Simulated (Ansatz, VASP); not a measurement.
# Two plane-wave programs on MgS

```
CELL_PARAMETERS angstrom
0.00000 2.84861 2.84861
2.84861 0.00000 2.84861
2.84861 2.84861 0.00000
ATOMIC_POSITIONS crystal
Mg 0.00000 0.00000 0.00000
S 0.75000 0.75000 0.75000
```

Alike in both runs: task relaxation of cell and atoms; functional PBEsol; k mesh 8 × 8 × 8; occupations gaussian, width 0.02 eV; no spin polarisation.

|  | VASP | Ansatz |
| --- | --- | --- |
| version | VASP 6.6.1 | Ansatz 0.2.0 |
| potentials or method | VASP PAW PBE potentials, release 64 (Mg, S) | scalar-relativistic, plane waves, PAW |
| plane-wave cutoff (eV) | 600 | 420 |
| valence electrons in the cell | 8 | 16 |

Ansatz gave:

```
gap on the k mesh at the Fermi level, each at its own relaxed structure (eV) : 3.32
relaxed volume (Å³/atom)                                                     : 22.56
relaxed cell length with the largest relative difference (Å)                 : 3.996
energy change over the relaxation (meV/atom)                                 : -2
```

Q: Which values does VASP return?

A: gap on the k mesh at the Fermi level, each at its own relaxed structure (eV): 3.33; relaxed volume (Å³/atom): 22.54; relaxed cell length with the largest relative difference (Å): 3.995; energy change over the relaxation (meV/atom): -3.

The two sets of potentials don't hold the same shells in valence.

Caveats: the PAW data sets were made with another functional, which shifts forces and pressure a little (VASP). A k mesh can miss the band edges.
